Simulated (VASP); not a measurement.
# ZrB3 (Pm-3n) in VASP: notebook

Runs on ZrB3. Level: r2SCAN. Tasks: single point, relaxation of cell and atoms.

Program: VASP 6.6.1. These are calculated values, not measurements. Logs are shortened: lines on timing, memory, paths and dates and some standing lists are left out, and cuts for length are marked.

## (1) The structure

Symmetry: Pm-3n, No. 223, cubic system. The conventional cell has a = 4.393 Å, b = 4.393 Å, c = 4.393 Å, α = 90.00°, β = 90.00°, γ = 90.00°. Around Zr (site symmetry m-3) lie 12 B at 2.46 Å. B (site symmetry -4m2) is surrounded by 2 B at 2.20 Å and 4 Zr at 2.46 Å.

The cell was built by a generator and needn't be a form met in nature.

## (2) Single point, r2SCAN

File POSCAR:

```
ZrB3
1.0
    4.3929885021      0.0000000000      0.0000000000
    0.0000000000      4.3929885021      0.0000000000
    0.0000000000      0.0000000000      4.3929885021
Zr B
2 6
Direct
    0.0000000000      0.0000000000      0.0000000000
    0.5000000000      0.5000000000      0.5000000000
    0.0000000000      0.5000000000      0.2500000000
    0.0000000000      0.5000000000      0.7500000000
    0.2500000000      0.0000000000      0.5000000000
    0.7500000000      0.0000000000      0.5000000000
    0.5000000000      0.7500000000      0.0000000000
    0.5000000000      0.2500000000      0.0000000000
```

File INCAR.step1:

```
SYSTEM = ZrB3
PREC = Accurate
ENCUT = 520
ISMEAR = 0
SIGMA = 0.1
LREAL = .FALSE.
LASPH = .TRUE.
NELM = 100
NBANDS = 31
GGA = PE
ALGO = Normal
EDIFF = 1E-4
LWAVE = .TRUE.
LCHARG = .FALSE.
```

File INCAR.step2:

```
SYSTEM = ZrB3
PREC = Accurate
ENCUT = 520
EDIFF = 1E-7
ISMEAR = 0
SIGMA = 0.1
LREAL = .FALSE.
LASPH = .TRUE.
NELM = 100
ALGO = Normal
ISIF = 2
LWAVE = .FALSE.
LCHARG = .FALSE.
METAGGA = R2SCAN
LMIXTAU = .TRUE.
NBANDS = 31
ISTART = 1
```

File KPOINTS:

```
regular mesh
0
G
  4 4 4
  0 0 0
```

Potentials or basis: VASP PAW PBE potentials, release 64 (Zr_sv, B).

The run is started by

```sh
$ cat potpaw_PBE.64/Zr_sv/POTCAR potpaw_PBE.64/B/POTCAR > POTCAR
$ cp INCAR.step1 INCAR
$ mpirun -np 1 vasp_std > vasp.out
$ cp INCAR.step2 INCAR
$ mpirun -np 1 vasp_std > vasp.out
```

OUTCAR:

```text
SYSTEM = ZrB3
   PREC = Accurate
   ENCUT = 520
   EDIFF = 1E-7
   ISMEAR = 0
   LREAL = .FALSE.
   LASPH = .TRUE.
   NELM = 100
   ISIF = 2
   METAGGA = R2SCAN
   ISTART = 1

 ion  position               nearest neighbor table
   1  0.000  0.000  0.000-   3 2.46   4 2.46   5 2.46   6 2.46   7 2.46   8 2.46   5 2.46   6 2.46
                             3 2.46   4 2.46   7 2.46   8 2.46   2 3.80   2 3.80   2 3.80   2 3.80
   2  0.500  0.500  0.500-   3 2.46   4 2.46   5 2.46   6 2.46   7 2.46   8 2.46   7 2.46   8 2.46
                             5 2.46   6 2.46   3 2.46   4 2.46   1 3.80   1 3.80   1 3.80   1 3.80
   3  0.000  0.500  0.250-   1 2.46   2 2.46   1 2.46   2 2.46
   4  0.000  0.500  0.750-   1 2.46   2 2.46   1 2.46   2 2.46
   5  0.250  0.000  0.500-   1 2.46   2 2.46   1 2.46   2 2.46
   6  0.750  0.000  0.500-   1 2.46   2 2.46   1 2.46   2 2.46
   7  0.500  0.750  0.000-   1 2.46   2 2.46   2 2.46   1 2.46
   8  0.500  0.250  0.000-   1 2.46   2 2.46   2 2.46   1 2.46

  LATTYP: Found a simple cubic cell.
 ALAT       =     4.3929885021

  Lattice vectors:

 A1 = (   4.3929885021,   0.0000000000,   0.0000000000)
 A2 = (   0.0000000000,   4.3929885021,   0.0000000000)
 A3 = (   0.0000000000,   0.0000000000,   4.3929885021)

Analysis of symmetry for initial positions (statically):
=====================================================================
 Subroutine PRICEL returns:
 Original cell was already a primitive cell.

 Routine SETGRP: Setting up the symmetry group for a
 simple cubic supercell.

 Subroutine GETGRP returns: Found 48 space group operations
 (whereof 24 operations were pure point group operations)
 out of a pool of 48 trial point group operations.

The static configuration has the point symmetry T_h .
 The point group associated with its full space group is O_h .

Analysis of symmetry for dynamics (positions and initial velocities):
=====================================================================
 Subroutine PRICEL returns:
 Original cell was already a primitive cell.

 Routine SETGRP: Setting up the symmetry group for a
 simple cubic supercell.

 Subroutine GETGRP returns: Found 48 space group operations
 (whereof 24 operations were pure point group operations)
 out of a pool of 48 trial point group operations.

The dynamic configuration has the point symmetry T_h .
 The point group associated with its full space group is O_h .

 Subroutine INISYM returns: Found 48 space group operations
 (whereof 24 operations are pure point group operations),
 and found     1 'primitive' translations

[... 98 lines left out ...]
   ISYM   =      2    0-nonsym 1-usesym 2-fastsym
   POTIM  = 0.5000    time-step for ionic-motion
   TEBEG  =    0.0;   TEEND  =   0.0 temperature during run
   PSTRESS=    0.0 pullay stress
   NELECT =      42.0000    total number of electrons
   NUPDOWN=      -1.0000    fix difference up-down
   EMIN   =  10.00;   EMAX   =-10.00  energy-range for DOS
   EFERMI =   0.00;   METHOD = LEGACY
   ISMEAR =     0;   SIGMA  =   0.10  broadening in eV -4-tet -1-fermi 0-gaus
   EFERMI_NEDOS =   21; number of points for ismear=-14 and -15
   IALGO  =     38    algorithm
   IMIX   =      4    mixing-type and parameters
     AMIX     =   0.40;   BMIX     =  1.00
     AMIX_MAG =   1.60;   BMIX_MAG =  1.00
  volume/ion in A,a.u.               =      10.60        71.51
  Fermi-wavevector in a.u.,A,eV,Ry     =   1.295382  2.447917 22.830774  1.678015
  Thomas-Fermi vector in A             =   2.426905
   LORBIT       =      0    0 simple, 1 ext, 2 COOP (PROOUT), +10 PAW based schemes
   METAGGA = R2SCAN    functional components
   LHFCALC =     F    Hartree Fock is set to
   AEXX    =    0.0000 exact exchange contribution
   IVDW    =     0    specifies the selected vdW correction
   LEPSILON=     F    determine dielectric tensor
   LRPA    =     F    only Hartree local field effects (RPA)
 non-spin polarized calculation
 Gauss-broadening in eV      SIGMA  =   0.10
  energy-cutoff  :      520.00
  volume of cell :       84.78
 maximum number of plane-waves:      2301
 NGX is ok and might be reduce to    36
   NGX = 17   NGY = 17   NGZ = 17

 number of electron      42.0000002 magnetization

 Free energy of the ion-electron system (eV)
  ---------------------------------------------------
  ext. energy  EPLUGINS =         0.00000000
  ---------------------------------------------------
  free energy    TOTEN  =       -81.96918672 eV

  energy without entropy =      -81.95535701  energy(sigma->0) =      -81.96227187

 E-fermi :   7.8040     XC(G=0): -12.8542

 val. band max:        7.7729116904   @ k =   0.5000   0.5000   0.0000
 cond. band min:       7.9157899664   @ k =   0.5000   0.5000   0.5000
 fundamental gap:      0.1428782760
 Fermi energy:         7.8040287570

 k-point     1 :       0.0000    0.0000    0.0000
  band No.  band energies     occupation
      1     -41.1336      2.00000
      2     -41.1006      2.00000
      3     -18.7795      2.00000
      4     -18.7795      2.00000
      5     -18.7795      2.00000
      6     -18.5912      2.00000
[... 329 lines left out ...]
     30      11.7927      0.00000
     31      11.7927      0.00000

------------------------ aborting loop because EDIFF is reached ----------------------------------------

  FORCE on cell =-STRESS in cart. coord.  units (eV):
  Direction    XX          YY          ZZ          XY          YZ          ZX
  --------------------------------------------------------------------------------------
  -------------------------------------------------------------------------------------
  Total        0.2117509      0.2117509      0.2117509      0.0000000      0.0000000      0.0000000
  in kB        4.0018031      4.0018031      4.0018031      0.0000000      0.0000000      0.0000000
  external PRESSURE =       4.0018031 kB  Pullay stress =       0.0000000 kB

 VOLUME and BASIS-vectors are now :
 -----------------------------------------------------------------------------
  energy-cutoff  :      520.00
  volume of cell :       84.78
      direct lattice vectors                 reciprocal lattice vectors
     4.392988502  0.000000000  0.000000000     0.227635469  0.000000000  0.000000000
     0.000000000  4.392988502  0.000000000     0.000000000  0.227635469  0.000000000
     0.000000000  0.000000000  4.392988502     0.000000000  0.000000000  0.227635469

 POSITION                                       TOTAL-FORCE (eV/Angst)
 -----------------------------------------------------------------------------------
      0.00000      0.00000      0.00000        -0.000000     -0.000000      0.000000
      2.19649      2.19649      2.19649        -0.000000     -0.000000      0.000000
      0.00000      2.19649      1.09825        -0.000000     -0.000000      0.000000
      0.00000      2.19649      3.29474        -0.000000      0.000000      0.000000
      1.09825      0.00000      2.19649        -0.000000      0.000000      0.000000
      3.29474      0.00000      2.19649         0.000000      0.000000     -0.000000
      2.19649      3.29474      0.00000         0.000000     -0.000000      0.000000
      2.19649      1.09825      0.00000         0.000000     -0.000000      0.000000
 -----------------------------------------------------------------------------------
    total drift:                                0.000000      0.000000      0.000000

  FREE ENERGIE OF THE ION-ELECTRON SYSTEM (eV)
  ---------------------------------------------------
  free  energy   TOTEN  =       -81.9691867239 eV

  energy  without entropy=      -81.9553570130  energy(sigma->0) =      -81.96227187
```

Wall time 75 s (1 thread of Intel Xeon 6975P-C (Granite Rapids), shared host); peak memory 0.21 GiB.

Results:

| Quantity | Value |
| --- | --- |
| Free energy | -81.9692 eV |
| Pressure | 0.4 GPa |
| Band gap on the k mesh | none (metal or under the smearing width) |

Caveat: the PAW data sets were made with another functional, which shifts forces and pressure a little.

## (3) Relaxation of cell and atoms, r2SCAN

This run uses another cell than the first one, of 9.24 Å³/atom, 0.872 times its volume.

Edit POSCAR of step 2 so:

```diff
@@ -2,5 +2,5 @@
 1.0
-    4.3929885021      0.0000000000      0.0000000000
-    0.0000000000      4.3929885021      0.0000000000
-    0.0000000000      0.0000000000      4.3929885021
+    4.1970564485      0.0000000000      0.0000000000
+    0.0000000000      4.1970564485      0.0000000000
+    0.0000000000      0.0000000000      4.1970564485
 Zr B
```

File INCAR.step1:

```
PREC     = Accurate       # precision mode
ENCUT    = 600            # plane-wave cutoff, eV
ISMEAR   = 0              # smearing method
SIGMA    = 0.1            # smearing width, eV
LREAL    = F              # projectors in reciprocal space
LASPH    = T              # aspherical terms in the spheres
NELM     = 100            # most SCF steps
GGA      = PE             # functional
ALGO     = Normal         # electronic algorithm
EDIFF    = 1E-4           # SCF threshold, eV
LWAVE    = T              # write WAVECAR
LCHARG   = F              # write CHGCAR
```

File INCAR.step2:

```
PREC     = Accurate       # precision mode
ENCUT    = 600            # plane-wave cutoff, eV
EDIFF    = 1E-7           # SCF threshold, eV
ISMEAR   = 0              # smearing method
SIGMA    = 0.1            # smearing width, eV
LREAL    = F              # projectors in reciprocal space
LASPH    = T              # aspherical terms in the spheres
NELM     = 100            # most SCF steps
ALGO     = Normal         # electronic algorithm
ISIF     = 3              # what is computed and relaxed
LWAVE    = F              # write WAVECAR
LCHARG   = F              # write CHGCAR
METAGGA  = R2SCAN         # meta-GGA
LMIXTAU  = T            
IBRION   = 2              # ionic algorithm
NSW      = 90             # ionic steps
EDIFFG   = -0.04          # ionic threshold
ISTART   = 1
```

File KPOINTS:

```
Automatic mesh
0
Gamma
  4 4 4
```

Potentials or basis: VASP PAW PBE potentials, release 64 (Zr_sv, B).

The run is started by

```sh
$ cat potpaw_PBE.64/Zr_sv/POTCAR potpaw_PBE.64/B/POTCAR > POTCAR
$ cp INCAR.step1 INCAR
$ mpirun -np 1 vasp_std > vasp.out
$ cp INCAR.step2 INCAR
$ mpirun -np 1 vasp_std > vasp.out
```

Run time: 3.3 min. Hardware: 1 thread of Intel Xeon 6975P-C (Granite Rapids), shared host; peak memory 0.23 GiB.

It converged, with:

```
Free energy                            : -81.9652 eV
Relaxed volume                         : 10.63 Å³/atom
Relaxed cell                           : a = 4.397 Å, b = 4.397 Å, c = 4.397 Å, α = 90.00°, β = 90.00°, γ = 90.00°
Space group after relaxing (to 0.05 Å) : Pm-3n (No. 223)
Energy gained by relaxing              : 115.5 meV/atom
Ionic steps                            : 3
Pressure after relaxing                : -0.1 GPa
Band gap on the k mesh                 : none (metal or under the smearing width)
```

The path:
| step | energy change (eV) | largest force (eV/Å) | pressure (GPa) | volume (Å³) |
| --- | --- | --- | --- | --- |
| 1 | 0.0000 | 0.0000 | 29.99 | 73.93 |
| 2 | -0.4940 | 0.0000 | -14.07 | 94.03 |
| 3 | -0.9243 | 0.0000 | -0.11 | 85.03 |

Final structure:
```xyz
8
Lattice="4.3974 0.0000 0.0000 0.0000 4.3974 0.0000 0.0000 0.0000 4.3974" Properties=species:S:1:pos:R:3 pbc="T T T"
Zr    0.0000    0.0000    0.0000
Zr    2.1987    2.1987    2.1987
B     0.0000    2.1987    1.0993
B     0.0000    2.1987    3.2980
B     1.0993    0.0000    2.1987
B     3.2980    0.0000    2.1987
B     2.1987    3.2980    0.0000
B     2.1987    1.0993    0.0000
```

Levels at points of the mesh, in eV from the Fermi level:
| k point | band 18 | band 19 | band 20 | band 21 | band 22 | band 23 | band 24 | band 25 |
| --- | --- | --- | --- | --- | --- | --- | --- | --- |
| (0.00, 0.00, 0.00) | -2.26 | -2.26 | -1.71 | 0.31 | 0.31 | 0.31 | 1.64 | 1.64 |
| (0.50, 0.00, 0.00) | -2.56 | -0.76 | -0.76 | -0.74 | -0.74 | 2.90 | 2.90 | 3.25 |
| (0.50, 0.50, 0.00) | -2.14 | -0.21 | -0.21 | -0.03 | -0.03 | 2.65 | 2.82 | 2.82 |
| (0.50, 0.50, 0.50) | 0.11 | 0.11 | 0.11 | 1.94 | 1.94 | 1.94 | 1.94 | 1.94 |

Caveat: the k mesh is coarse (spacing up to 0.37 Å⁻¹), so the values aren't converged; the volume moved by over 15 % at a fixed basis, so the end points are rough; the PAW data sets were made with another functional, which shifts forces and pressure a little.

## (4) Single point, r2SCAN

This run uses another cell than the first one, of 9.24 Å³/atom, 0.872 times its volume.

POSCAR is that of step 3.

File INCAR.step1:

```
ALGO = Normal ; EDIFF = 1E-4
ENCUT = 520 ; GGA = PE
ISMEAR = 0 ; LASPH = T
LCHARG = F ; LREAL = F
LWAVE = T ; NBANDS = 31
NELM = 100 ; PREC = Accurate
SIGMA = 0.1
```

File INCAR.step2:

```
ALGO = Normal ; EDIFF = 1E-6
ENCUT = 520 ; ISIF = 2
ISMEAR = 0 ; ISTART = 1
LASPH = T ; LCHARG = T
LELF = T ; LMIXTAU = T
LREAL = F ; LVHAR = T
LWAVE = F ; METAGGA = R2SCAN
NBANDS = 31 ; NELM = 100
PREC = Accurate ; SIGMA = 0.1
```

File KPOINTS:

```
k-points
0
Gamma
  4 4 4
```

Potentials or basis: VASP PAW PBE potentials, release 64 (Zr_sv, B).

The run is started by

```sh
$ cat potpaw_PBE.64/Zr_sv/POTCAR potpaw_PBE.64/B/POTCAR > POTCAR
$ cp INCAR.step1 INCAR
$ mpirun -np 1 vasp_std > vasp.out
$ cp INCAR.step2 INCAR
$ mpirun -np 1 vasp_std > vasp.out
```

OUTCAR:

```text
EDIFF = 1E-6
   ENCUT = 520
   ISIF = 2
   ISMEAR = 0
   ISTART = 1
   LASPH = T
   LREAL = F
   METAGGA = R2SCAN
   NELM = 100
   PREC = Accurate

 ion  position               nearest neighbor table
   1  0.000  0.000  0.000-   3 2.35   4 2.35   5 2.35   6 2.35   7 2.35   8 2.35   5 2.35   6 2.35
                             3 2.35   4 2.35   7 2.35   8 2.35   2 3.63   2 3.63   2 3.63   2 3.63
   2  0.500  0.500  0.500-   3 2.35   4 2.35   5 2.35   6 2.35   7 2.35   8 2.35   7 2.35   8 2.35
                             5 2.35   6 2.35   3 2.35   4 2.35   1 3.63   1 3.63   1 3.63   1 3.63
   3  0.000  0.500  0.250-   4 2.10   4 2.10   1 2.35   2 2.35   1 2.35   2 2.35
   4  0.000  0.500  0.750-   3 2.10   3 2.10   1 2.35   2 2.35   1 2.35   2 2.35
[... 543 lines left out ...]
  in kB      300.0614749    300.0614749    300.0614749      0.0000000     -0.0000000      0.0000000
  external PRESSURE =     300.0614749 kB  Pullay stress =       0.0000000 kB

 VOLUME and BASIS-vectors are now :
 -----------------------------------------------------------------------------
  energy-cutoff  :      520.00
  volume of cell :       73.93
      direct lattice vectors                 reciprocal lattice vectors
     4.197056448  0.000000000  0.000000000     0.238262223  0.000000000  0.000000000
     0.000000000  4.197056448  0.000000000     0.000000000  0.238262223  0.000000000
     0.000000000  0.000000000  4.197056448     0.000000000  0.000000000  0.238262223

 POSITION                                       TOTAL-FORCE (eV/Angst)
 -----------------------------------------------------------------------------------
      0.00000      0.00000      0.00000         0.000000     -0.000000     -0.000000
      2.09853      2.09853      2.09853         0.000000     -0.000000     -0.000000
      0.00000      2.09853      1.04926         0.000000      0.000000      0.000000
      0.00000      2.09853      3.14779         0.000000     -0.000000     -0.000000
      1.04926      0.00000      2.09853        -0.000000     -0.000000     -0.000000
      3.14779      0.00000      2.09853         0.000000      0.000000      0.000000
      2.09853      3.14779      0.00000        -0.000000     -0.000000     -0.000000
      2.09853      1.04926      0.00000         0.000000      0.000000      0.000000
 -----------------------------------------------------------------------------------
    total drift:                                0.000000      0.000000     -0.000000

  FREE ENERGIE OF THE ION-ELECTRON SYSTEM (eV)
  ---------------------------------------------------
  free  energy   TOTEN  =       -81.0382132180 eV

  energy  without entropy=      -81.0312543487  energy(sigma->0) =      -81.03473378
```

OUTCAR.step1:

```text
EDIFF = 1E-4
   ENCUT = 520
   GGA = PE
   ISMEAR = 0
[... 573 lines left out ...]
      1.04926      0.00000      2.09853         0.000000     -0.000000     -0.000000
      3.14779      0.00000      2.09853        -0.000000      0.000000      0.000000
      2.09853      3.14779      0.00000        -0.000000      0.000000     -0.000000
      2.09853      1.04926      0.00000        -0.000000     -0.000000      0.000000
 -----------------------------------------------------------------------------------
    total drift:                                0.000000      0.000000     -0.000000

  FREE ENERGIE OF THE ION-ELECTRON SYSTEM (eV)
  ---------------------------------------------------
  free  energy   TOTEN  =       -49.3465311814 eV

  energy  without entropy=      -49.3392563449  energy(sigma->0) =      -49.34289376
```

OSZICAR.step1:

```text
N       E                     dE             d eps       ncg     rms          rms(c)
DAV:   1     0.281840791731E+03    0.28184E+03   -0.21949E+04   620   0.135E+03
DAV:   2    -0.273841893519E+02   -0.30922E+03   -0.29628E+03   706   0.349E+02
DAV:   3    -0.502868639466E+02   -0.22903E+02   -0.22338E+02  1105   0.727E+01
DAV:   4    -0.510049812600E+02   -0.71812E+00   -0.71664E+00   788   0.107E+01
DAV:   5    -0.510234388912E+02   -0.18458E-01   -0.18456E-01   956   0.149E+00    0.450E+01
DAV:   6    -0.493155807856E+02    0.17079E+01   -0.50793E+00   745   0.119E+01    0.208E+01
DAV:   7    -0.493529896932E+02   -0.37409E-01   -0.12463E+00   980   0.431E+00    0.467E+00
DAV:   8    -0.493488317407E+02    0.41580E-02   -0.22241E-01   774   0.278E+00    0.108E+00
DAV:   9    -0.493466306293E+02    0.22011E-02   -0.18751E-02   831   0.861E-01    0.193E-01
DAV:  10    -0.493465311814E+02    0.99448E-04   -0.37561E-04   668   0.126E-01
   1 F= -.49346531E+02 E0= -.49342894E+02  d E =-.727484E-02
```

Wall time 43 s (1 thread of Intel Xeon 6975P-C (Granite Rapids), shared host); peak memory 0.18 GiB.

What came out:

| Item | Value |
| --- | --- |
| Free energy | -81.0382 eV |
| Pressure | 30.0 GPa |
| Band gap on the k mesh | none (metal or under the smearing width) |

Caveat: the k mesh is coarse (spacing up to 0.37 Å⁻¹), so the values aren't converged; a pressure of tens of GPa on the cell as given is suspect, and the run, the potentials or the cell itself is likely at fault; the PAW data sets were made with another functional, which shifts forces and pressure a little.

## (5) Summary

| task | cell | cutoff (eV) | mesh quality | gap on the mesh (eV) | pressure (GPa) |
| --- | --- | --- | --- | --- | --- |
| single point | Pm-3n, 10.6 Å³/atom | 520 | not flagged | none | 0.4 |
| relaxation of cell and atoms | relaxed | 600 | coarse | none | -0.1 |
| single point | Pm-3n, 9.24 Å³/atom | 520 | coarse | none | 30.0 |

Alike in all rows: level r2SCAN; potentials or basis VASP PAW PBE potentials, release 64 (Zr_sv, B); no spin polarisation; k mesh 4 × 4 × 4; smearing gaussian 0.1 eV.

Caveats: some runs use coarse meshes; the PAW data sets were made with another functional, which shifts forces and pressure a little; the volume moved by over 15 % at a fixed basis, so the end points are rough (some runs); a pressure of tens of GPa on the cell as given is suspect, and the run, the potentials or the cell itself is likely at fault (some runs).

Total energies depend on the potentials used, so only differences within one code and one set of settings carry meaning.
